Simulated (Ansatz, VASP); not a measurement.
**One calculation of CdF2, two programs**

File INCAR:

```
SYSTEM = CdF2
  PREC = Accurate
  ENCUT = 520
  EDIFF = 1E-6
  ISMEAR = -1
  SIGMA = 0.02
  LREAL = .False.
  LASPH = .True.
  NELM = 100
  ALGO = Normal
  ISIF = 2
  LWAVE = .False.
  LCHARG = .True.
  GGA = PS
  LELF = .True.
  LVHAR = .True.
  NBANDS = 20
```

File KPOINTS:

```
regular mesh
0
Gamma
  8 8 8
  0 0 0
```

Contents of POSCAR:

```
CdF2
1.0
    0.0000000000      2.6940000000      2.6940000000
    2.6940000000      0.0000000000      2.6940000000
    2.6940000000      2.6940000000      0.0000000000
Cd F
1 2
Direct
    0.0000000000      0.0000000000      0.0000000000
    0.2500000000      0.2500000000      0.2500000000
    0.7500000000      0.7500000000      0.7500000000
```

Input for Ansatz:

```yaml
crystal:
  lattice:
    - [0.0, 2.694, 2.694]
    - [2.694, 0.0, 2.694]
    - [2.694, 2.694, 0.0]
  atoms:
    - { symbol: Cd, position: [0.0, 0.0, 0.0] }
    - { symbol: F, position: [0.25, 0.25, 0.25] }
    - { symbol: F, position: [0.75, 0.75, 0.75] }
kpoints:
  mp_grid: { grid: [8, 8, 8] }
  band_path:
    path:
      - [0.0, 0.0, 0.0]
      - [0.5, 0.0, 0.5]
      - [0.625, 0.25, 0.625]
      - [0.375, 0.375, 0.75]
      - [0.0, 0.0, 0.0]
      - [0.5, 0.5, 0.5]
      - [0.5, 0.25, 0.75]
      - [0.5, 0.0, 0.5]
    npoints: 14
scf:
  occupations: { method: fermi_dirac, width: 0.02 }
  lower_state_search: "off"
hamiltonian:
  xc: pbesol
  pseudopotentials: { kind: all_electron, lapw: { basis_error: 0.001 } }
output:
  forces: true
  stress: true
  eigenvalues: true
  populations: true
```

Alike in both runs: task single point; functional PBEsol; k mesh 8 × 8 × 8; occupations fermi-dirac, width 0.02 eV; no spin polarisation.

|  | VASP | Ansatz |
| --- | --- | --- |
| version | VASP 6.6.1 | Ansatz 0.2.0 |
| potentials or method | VASP PAW PBE potentials, release 64 (Cd, F) | all-electron LAPW, scalar-relativistic |
| plane-wave cutoff (eV) | 520 | see its input |

|  | VASP | Ansatz | Ansatz less VASP |
| --- | --- | --- | --- |
| gap on the k mesh at the Fermi level (eV) | 2.90 | 2.93 | +0.025 |
| pressure (GPa) | 0.5 | -0.2 | -0.77 |

Ansatz ran all-electron here, so the differences hold the error of VASP's frozen core and of both bases.

Caveats: the PAW data sets were made with another functional, which shifts forces and pressure a little (VASP). A k mesh can miss the band edges. Expect the measured gap to be larger: semilocal functionals such as PBEsol lack the derivative discontinuity.
